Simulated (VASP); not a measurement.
# PtSe (F-43m) in VASP: further runs, part 2 of 3

VASP 6.6.1. Earlier steps stand in the parts before.

## Step 3: Optical spectrum, PBE

Input file INCAR:

```
SYSTEM = PtSe
PREC = Accurate ; ENCUT = 520
EDIFF = 1E-6 ; ISMEAR = 0
SIGMA = 0.02 ; LREAL = .FALSE.
LASPH = .TRUE. ; NELM = 60
ALGO = Normal ; ISIF = 2
LWAVE = .FALSE. ; LCHARG = .FALSE.
GGA = PE ; LOPTICS = .TRUE.
NBANDS = 32 ; NEDOS = 2000
CSHIFT = 0.05
```

Input file KPOINTS:

```
regular mesh
0
G
  8 8 8
  0 0 0
```

Input file POSCAR:

```
PtSe
1.0
    0.0000000000      3.0374472300      3.0374472300
    3.0374472300      0.0000000000      3.0374472300
    3.0374472300      3.0374472300      0.0000000000
Pt Se
1 1
Direct
    0.0000000000      0.0000000000      0.0000000000
    0.2500000000      0.2500000000      0.2500000000
```

Potentials or basis: VASP PAW PBE potentials, release 64 (Pt, Se).

The run is started by

```console
> cat potpaw_PBE.64/Pt/POTCAR potpaw_PBE.64/Se/POTCAR > POTCAR
> mpirun -np 1 vasp_std > vasp.out
```

OUTCAR:

```text
SYSTEM = PtSe
   PREC = Accurate
   ENCUT = 520
   EDIFF = 1E-6
   ISMEAR = 0
   LREAL = .FALSE.
   LASPH = .TRUE.
   NELM = 60
   ISIF = 2
   GGA = PE

 ion  position               nearest neighbor table
   1  0.000  0.000  0.000-   2 2.63   2 2.63   2 2.63   2 2.63
   2  0.250  0.250  0.250-   1 2.63   1 2.63   1 2.63   1 2.63

  LATTYP: Found a face centered cubic cell.
 ALAT       =     6.0748944600

  Lattice vectors:

 A1 = (   0.0000000000,   3.0374472300,   3.0374472300)
 A2 = (   3.0374472300,   0.0000000000,   3.0374472300)
 A3 = (   3.0374472300,   3.0374472300,   0.0000000000)

[... 780 lines left out ...]
     0.53879     8.21847     8.21847     8.21847    -0.00000     0.00000     0.00000
     1.07759    13.89806    13.89806    13.89806    -0.00000     0.00000     0.00000
     1.61638     5.83979     5.83979     5.83979    -0.00000     0.00000    -0.00000
     2.15518     6.32044     6.32044     6.32044    -0.00000     0.00000     0.00000
     2.69397     5.71720     5.71720     5.71720    -0.00000     0.00000    -0.00000
[... 92 lines left out ...]
    52.80184     0.00028     0.00028     0.00028    -0.00000     0.00000    -0.00000
    53.34063     0.00027     0.00027     0.00027    -0.00000     0.00000    -0.00000

  frequency dependent      REAL DIELECTRIC FUNCTION (independent particle, no local field effects) density-density
     E(ev)        X           Y           Z          XY          YZ          ZX
  --------------------------------------------------------------------------------------------------------------
     0.00000   360.48388   360.48388   360.48388    -0.00000     0.00000    -0.00000
     0.53879    33.99351    33.99351    33.99351    -0.00000     0.00000     0.00000
     1.07759     8.81009     8.81009     8.81009     0.00000     0.00000    -0.00000
     1.61638     3.53471     3.53471     3.53471    -0.00000    -0.00000    -0.00000
     2.15518     4.93357     4.93357     4.93357     0.00000    -0.00000     0.00000
     2.69397     1.10740     1.10740     1.10740    -0.00000     0.00000     0.00000
[... 92 lines left out ...]
    52.80184     0.87001     0.87001     0.87001    -0.00000    -0.00000    -0.00000
    53.34063     0.87296     0.87296     0.87296    -0.00000    -0.00000    -0.00000

  frequency dependent IMAGINARY DIELECTRIC FUNCTION (independent particle, no local field effects) current-current
     E(ev)      X         Y         Z        XY        YZ        ZX
  --------------------------------------------------------------------------------------------------------------
     0.00000    87.29755    87.29755    87.29755    -0.00000    -0.00000     0.00000
     0.53879    14.38072    14.38072    14.38072    -0.00000    -0.00000     0.00000
     1.07759    14.65021    14.65021    14.65021    -0.00000     0.00000    -0.00000
     1.61638     5.99621     5.99621     5.99621     0.00000     0.00000    -0.00000
     2.15518     6.50495     6.50495     6.50495     0.00000     0.00000    -0.00000
     2.69397     5.71892     5.71892     5.71892     0.00000    -0.00000    -0.00000
[... 92 lines left out ...]
    52.80184     0.00003     0.00003     0.00003    -0.00000    -0.00000    -0.00000
    53.34063     0.00003     0.00003     0.00003    -0.00000    -0.00000    -0.00000

  frequency dependent      REAL DIELECTRIC FUNCTION (independent particle, no local field effects) current-current
     E(ev)        X           Y           Z          XY          YZ          ZX
  --------------------------------------------------------------------------------------------------------------
     0.00000    18.99596    18.99596    18.99596     0.00000     0.00000    -0.00000
     0.53879    36.30973    36.30973    36.30973     0.00000     0.00000    -0.00000
     1.07759     8.56823     8.56823     8.56823     0.00000     0.00000    -0.00000
     1.61638     3.61793     3.61793     3.61793    -0.00000     0.00000    -0.00000
     2.15518     4.89014     4.89014     4.89014    -0.00000    -0.00000     0.00000
     2.69397     1.05014     1.05014     1.05014    -0.00000     0.00000    -0.00000
[... 92 lines left out ...]
    52.80184     0.87042     0.87042     0.87042    -0.00000    -0.00000     0.00000
    53.34063     0.87337     0.87337     0.87337    -0.00000    -0.00000     0.00000
```

stdout:

```text
POSCAR found type information on POSCAR PtSe
 POSCAR found :  2 types and       2 ions
 scaLAPACK will be used
 LDA part: xc-table for (Slater+PW92), standard interpolation
 POSCAR, INCAR and KPOINTS ok, starting setup
 FFT: planning ... GRIDC
 FFT: planning ... GRID_SOFT
 FFT: planning ... GRID
 WAVECAR not read
 entering main loop
 optical routines
 imaginary and real dielectric function
 recalculating local potential from charge density
 direction            1
 direction            2
 direction            3
```

Wall time 35 s (1 thread of Intel Xeon Platinum 8488C (Sapphire Rapids), shared host); peak memory 0.23 GiB.

What came out:

| Quantity | Value |
| --- | --- |
| Free energy | -9.1226 eV |
| Pressure | -11.2 GPa |
| Band gap on the k mesh | none (metal or under the smearing width) |

Dielectric function (mean over the directions given):
```tsv
energy (eV)	real part	imaginary part
0.32	16.10	4.45
1.29	-7.75	9.98
2.34	2.58	8.02
3.39	3.20	0.93
4.45	5.18	6.07
5.41	1.22	4.43
6.47	2.26	4.64
7.52	3.07	2.83
8.57	-1.01	2.28
9.62	-0.52	2.07
10.59	-0.65	2.44
11.64	-0.26	1.43
12.69	0.11	1.30
13.74	0.40	1.37
14.79	0.35	1.24
15.76	0.42	0.86
16.81	-0.03	1.04
17.86	-0.25	0.83
18.91	0.14	0.64
19.96	0.48	0.62
```

Caveat: spectra need much finer meshes, so this one isn't converged; independent-particle spectra lack excitons; the intraband (Drude) part of a metal's response may be missing. Spin-orbit coupling is left out, which matters for the levels of Pt.

## Step 4: Density of states, PBE

POSCAR is that of step 3.

Input file INCAR.step1:

```
SYSTEM = PtSe
PREC = Accurate
ENCUT = 520
EDIFF = 1E-6
ISMEAR = 0
SIGMA = 0.02
LREAL = .FALSE.
LASPH = .TRUE.
NELM = 60
ALGO = Normal
ISIF = 2
LWAVE = .FALSE.
LCHARG = .TRUE.
LMAXMIX = 4
GGA = PE
NBANDS = 15
```

Input file KPOINTS.step1:

```
Automatic mesh
0
G
  8 8 8
  0 0 0
```

Input file INCAR.step2:

```
SYSTEM = PtSe
PREC = Accurate
ENCUT = 520
EDIFF = 1E-6
ISMEAR = -5
SIGMA = 0.02
LREAL = .FALSE.
LASPH = .TRUE.
NELM = 60
ALGO = Normal
ISIF = 2
LWAVE = .FALSE.
LCHARG = .FALSE.
LMAXMIX = 4
GGA = PE
LORBIT = 11
NBANDS = 15
NEDOS = 2001
ICHARG = 11
```

Input file KPOINTS.step2:

```
Automatic mesh
0
G
  12 12 12
  0 0 0
```

Potentials or basis: VASP PAW PBE potentials, release 64 (Pt, Se).

The run is started by

```console
> cat potpaw_PBE.64/Pt/POTCAR potpaw_PBE.64/Se/POTCAR > POTCAR
> cp INCAR.step1 INCAR
> cp KPOINTS.step1 KPOINTS
> mpirun -np 1 vasp_std > vasp.out
> cp INCAR.step2 INCAR
> cp KPOINTS.step2 KPOINTS
> mpirun -np 1 vasp_std > vasp.out
```

OUTCAR:

```text
SYSTEM = PtSe
   PREC = Accurate
   ENCUT = 520
   EDIFF = 1E-6
   ISMEAR = -5
   LREAL = .FALSE.
   LASPH = .TRUE.
   NELM = 60
   ISIF = 2
   GGA = PE
   LORBIT = 11
   ICHARG = 11

 ion  position               nearest neighbor table
   1  0.000  0.000  0.000-   2 2.63   2 2.63   2 2.63   2 2.63
   2  0.250  0.250  0.250-   1 2.63   1 2.63   1 2.63   1 2.63

  LATTYP: Found a face centered cubic cell.
 ALAT       =     6.0748944600

  Lattice vectors:

 A1 = (   0.0000000000,   3.0374472300,   3.0374472300)
 A2 = (   3.0374472300,   0.0000000000,   3.0374472300)
 A3 = (   3.0374472300,   3.0374472300,   0.0000000000)

Analysis of symmetry for initial positions (statically):
=====================================================================
 Subroutine PRICEL returns:
 Original cell was already a primitive cell.

 Routine SETGRP: Setting up the symmetry group for a
 face centered cubic supercell.

 Subroutine GETGRP returns: Found 24 space group operations
 (whereof 24 operations were pure point group operations)
 out of a pool of 48 trial point group operations.

The static configuration has the point symmetry T_d .

Analysis of symmetry for dynamics (positions and initial velocities):
=====================================================================
 Subroutine PRICEL returns:
 Original cell was already a primitive cell.

 Routine SETGRP: Setting up the symmetry group for a
 face centered cubic supercell.

 Subroutine GETGRP returns: Found 24 space group operations
 (whereof 24 operations were pure point group operations)
 out of a pool of 48 trial point group operations.

The dynamic configuration has the point symmetry T_d .

 Subroutine INISYM returns: Found 24 space group operations
 (whereof 24 operations are pure point group operations),
 and found     1 'primitive' translations

----------------------------------------------------------------------------------------

                                     Primitive cell

[... 133 lines left out ...]
  ext. energy  EPLUGINS =         0.00000000
  ---------------------------------------------------
  free energy    TOTEN  =        -9.12871332 eV

  energy without entropy =       -9.12871332  energy(sigma->0) =       -9.12871332

 E-fermi :   2.9856     XC(G=0):  -9.1306

 val. band max:        3.0382832513   @ k =   0.1667   0.1667   0.0000
 cond. band min:       2.9988642443   @ k =  -0.4167   0.3333   0.1667
 fundamental gap:     -0.0394190069
 Fermi energy:         2.9855606860

 k-point     1 :       0.0000    0.0000    0.0000
  band No.  band energies     occupation
      1     -10.6233      2.00000
      2      -1.3408      2.00000
      3      -1.3408      2.00000
      4      -1.3408      2.00000
      5       0.8797      2.00000
      6       0.8797      2.00000
      7       3.3239      0.00000
      8       4.6701      0.00000
      9       4.6701      0.00000
     10       4.6701      0.00000
     11       9.5715      0.00000
     12       9.5715      0.00000
     13       9.5715      0.00000
     14      13.0326      0.00000
[... 401 lines left out ...]
      2      -1.7470      2.00000
      3      -1.1508      2.00000
      4      -0.9767      2.00000
      5       0.8409      2.00000
      6       0.9331      2.00000
      7       1.2924      2.00000
      8       2.7234      2.05179
      9       3.3285      0.00000
     10       6.3710      0.00000
     11       9.4830      0.00000
     12      10.6494      0.00000
     13      10.8523      0.00000
     14      13.8815      0.00000
     15      14.9501      0.00000

 [... further k-points ...]

------------------------ aborting loop because EDIFF is reached ----------------------------------------

  FORCE on cell =-STRESS in cart. coord.  units (eV):
  Direction    XX          YY          ZZ          XY          YZ          ZX
  --------------------------------------------------------------------------------------
  -------------------------------------------------------------------------------------
  Total       -3.8867117     -3.8867117     -3.8867117     -0.0000000     -0.0000000     -0.0000000
  in kB     -111.1057891   -111.1057891   -111.1057891     -0.0000000     -0.0000000     -0.0000000
  external PRESSURE =    -111.1057891 kB  Pullay stress =       0.0000000 kB

 VOLUME and BASIS-vectors are now :
 -----------------------------------------------------------------------------
  energy-cutoff  :      520.00
  volume of cell :       56.05
      direct lattice vectors                 reciprocal lattice vectors
     0.000000000  3.037447230  3.037447230    -0.164611913  0.164611913  0.164611913
     3.037447230  0.000000000  3.037447230     0.164611913 -0.164611913  0.164611913
     3.037447230  3.037447230  0.000000000     0.164611913  0.164611913 -0.164611913

 POSITION                                       TOTAL-FORCE (eV/Angst)
 -----------------------------------------------------------------------------------
      0.00000      0.00000      0.00000         0.000000     -0.000000      0.000000
      1.51872      1.51872      1.51872        -0.000000      0.000000     -0.000000
 -----------------------------------------------------------------------------------
    total drift:                               -0.000000     -0.000000     -0.000000

  FREE ENERGIE OF THE ION-ELECTRON SYSTEM (eV)
  ---------------------------------------------------
  free  energy   TOTEN  =        -9.1287133152 eV

  energy  without entropy=       -9.1287133152  energy(sigma->0) =       -9.12871332

 total charge

# of ion       s       p       d       tot
------------------------------------------
    1        0.568   0.321   8.081   8.969
    2        1.477   2.106   0.065   3.649
--------------------------------------------------
tot          2.045   2.427   8.146  12.618
```

Run time: 43 s. Hardware: 1 thread of Intel Xeon Platinum 8488C (Sapphire Rapids), shared host; peak memory 0.21 GiB.

What came out:

```
Valence electrons inside the program's atomic spheres : Pt 8.97; Se 3.65
```

Levels at points of the mesh, in eV from the Fermi level:
| k point | band 5 | band 6 | band 7 | band 8 | band 9 | band 10 | band 11 | band 12 |
| --- | --- | --- | --- | --- | --- | --- | --- | --- |
| (0.00, 0.00, 0.00) | -2.11 | -2.11 | 0.34 | 1.68 | 1.68 | 1.68 | 6.59 | 6.59 |
| (0.50, 0.00, 0.00) | -2.00 | -2.00 | -1.86 | 0.52 | 0.52 | 2.44 | 7.48 | 7.48 |
| (0.50, 0.50, 0.00) | -2.07 | -1.86 | -1.84 | -0.90 | -0.90 | 4.26 | 4.48 | 8.90 |

States per cell in windows of 1 eV (zero at the Fermi level; states under -8 eV left out):
```csv
from (eV),total,Pt1_d,Se2_p,Pt1_p,Pt1_s,Se2_d,Se2_s
-8.0,0.00,0.00,0.00,0.00,0.00,0.00,0.00
-7.0,0.00,0.00,0.00,0.00,0.00,0.00,0.00
-6.0,0.24,0.03,0.07,0.00,0.05,0.00,0.00
-5.0,3.93,1.23,1.09,0.08,0.31,0.01,0.01
-4.0,1.65,0.69,0.48,0.06,0.01,0.00,0.00
-3.0,3.53,3.04,0.01,0.01,0.02,0.03,0.00
-2.0,2.54,2.00,0.08,0.04,0.06,0.01,0.03
-1.0,2.16,1.19,0.32,0.10,0.07,0.01,0.03
0.0,1.72,0.79,0.42,0.09,0.03,0.01,0.01
1.0,0.35,0.15,0.11,0.01,0.01,0.00,0.00
2.0,0.44,0.02,0.09,0.02,0.10,0.01,0.03
3.0,0.78,0.02,0.16,0.03,0.20,0.02,0.05
4.0,0.97,0.07,0.17,0.05,0.22,0.04,0.03
5.0,0.89,0.07,0.08,0.12,0.06,0.05,0.01
6.0,1.19,0.09,0.12,0.17,0.03,0.08,0.01
7.0,2.09,0.11,0.19,0.40,0.02,0.17,0.02
```

Caveat: tetrahedron occupations give inexact forces and stress in metals. The run has no spin-orbit coupling, so splittings on Pt are missing.

(Part 2 of 3 ends here.)
